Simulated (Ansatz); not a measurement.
# Structures of Sc2Al: which is lowest?

Plane-wave DFT in Ansatz with scalar-relativistic PAW potentials, cutoff 500 eV, Γ-centred meshes chosen by cell and gap, Gaussian smearing with energies taken to zero width. Every cell was relaxed (cell and atoms) in a run of its own, within the symmetry of its start. Functional: r2SCAN.

Relaxed structures (starts from databases or built by putting these elements on another compound's sites):
A. I4/mmm, 3 atoms in the computed cell, a = 3.144 Å, c = 12.905 Å; sites (symmetry × multiplicity) Sc 4mm × 4, Al 4/mmm × 2; start: built
B. P6_3/mmc, 6 atoms in the computed cell, a = 4.888 Å, c = 6.163 Å; sites (symmetry × multiplicity) Sc -3m. × 2 + -6m2 × 2, Al -6m2 × 2; start: database

Question: Rank them by energy. Could pressure change the order?

Answer:
```csv
structure,group,E − E(lowest) (meV/atom),V (Å³/atom),gap on mesh (eV)
B,P6_3/mmc,0.0,21.26,0.00
A,I4/mmm,59,21.26,0.00
```

B is lowest, 59 meV/atom under A. The two lowest differ in volume by under 3 %, too little for a first-order estimate of what pressure does to that pair (other pairs aren't weighed here); with rigid cells even 3 % in favour of the higher one would need about 15 GPa. Other structures may lie lower than all of these, and vibrations aren't counted.